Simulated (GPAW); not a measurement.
# Ta: equation of state with optB88-vdW

**Measured values to compare with.**

“Refinement of the equation of state of tantalum”, 2004, arxiv:cond-mat/0403080 quotes, for a bulk crystal of Ta: bulk modulus 194 GPa.

Crystal: Ta.

```
Ta
1.0
    -1.65128    1.65128    1.65128
     1.65128   -1.65128    1.65128
     1.65128    1.65128   -1.65128
Ta
1
Cartesian
  0.0000 0.0000 0.0000
```

| Item | Value |
| --- | --- |
| Program | GPAW 26.7.0 |
| Task | equation of state |
| Functional | optB88-vdW |
| Potentials or basis | GPAW PAW data sets (gpaw-data 1.2.1) |
| Cutoff | 600 eV |
| Basis | pw |
| k mesh | 11 × 11 × 11 |
| Occupations | fermi-dirac, width 0.05 eV |
| Spin | no spin polarisation |

The equilibrium volume is 18.41 Å³/atom, the bulk modulus is 196 GPa and the pressure derivative of the bulk modulus is 4.2 (rough: it moves with the points fitted).

Energy against volume, from the lowest point:
```csv
volume (Å³/atom),energy (meV/atom)
16.930,83.72
17.290,46.20
17.650,20.27
18.010,5.31
18.371,0.00
18.731,3.38
19.091,14.60
```

It took 53 s on 1 thread of Arm Neoverse V2 (shared host), peak memory 0.17 GiB.

A measured bulk modulus of Ta is 194 GPa (quoted in “Refinement of the equation of state of tantalum”, 2004, arxiv:cond-mat/0403080); the calculated 196 GPa misses it by +1.2 %. The fit is for a static lattice scaled at fixed shape and fixed fractional positions.

Caveat: the PAW data sets were made with another functional, which shifts forces and pressure a little. The run has no spin-orbit coupling, so splittings on Ta are missing.
